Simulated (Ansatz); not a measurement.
Rh:

```
Rh
1.0
     0.00000    1.89785    1.89785
     1.89785    0.00000    1.89785
     1.89785    1.89785    0.00000
Rh
1
Cartesian
  0.0000 0.0000 0.0000
```

Base run:

```yaml
Program: Ansatz 0.2.0
Functional: LDA
Potentials_or_basis: all-electron LAPW, scalar-relativistic
Cutoff: 278 eV (chosen from the basis error)
Basis_error_allowed: 0.001 eV/atom
k_mesh: 12 × 12 × 12
Occupations: fermi-dirac, width 0.05 eV
Spin: no spin polarisation
```

Its results: pressure -9.9 GPa.

Q: The run is repeated on the same cell with these changes: functional from LDA to PBEsol. What comes out?

A: Pressure -3.7 GPa.

PBEsol binds less tightly than LDA, so the same cell stands under more pressure.
